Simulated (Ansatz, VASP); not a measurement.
**One calculation of MgSe, two programs**

```
Mg Se
1.0
     0.00000    2.71206    2.71206
     2.71206    0.00000    2.71206
     2.71206    2.71206    0.00000
Mg Se
1 1
Cartesian
  0.0000 0.0000 0.0000
  2.7121 2.7121 2.7121
```

Alike in both runs: functional PBE; dispersion D3(BJ); k mesh 8 × 8 × 8; occupations gaussian, width 0.02 eV; no spin polarisation.

Ansatz relaxed the structure, and its values are those at the end. VASP's run is a single point on that final structure, the one shown.

```csv
,VASP,Ansatz
version,VASP 6.6.1,Ansatz 0.2.0
potentials or method,"VASP PAW PBE potentials, release 64 (Mg, Se)","scalar-relativistic, plane waves, PAW"
plane-wave cutoff (eV),520,420
valence electrons in the cell,8,26
```

VASP gave:

| Quantity | Value |
| --- | --- |
| gap on the k mesh at the Fermi level (eV) | 1.83 |
| least direct gap on the mesh (eV) | 2.70 |
| pressure (GPa) | -0.1 |

**Question.** What did Ansatz give for the same quantities?

**Answer.** gap on the k mesh at the Fermi level (eV): 1.85; least direct gap on the mesh (eV): 2.71; pressure (GPa): 0.0.

The two sets of potentials don't hold the same shells in valence.

A k mesh can miss the band edges.
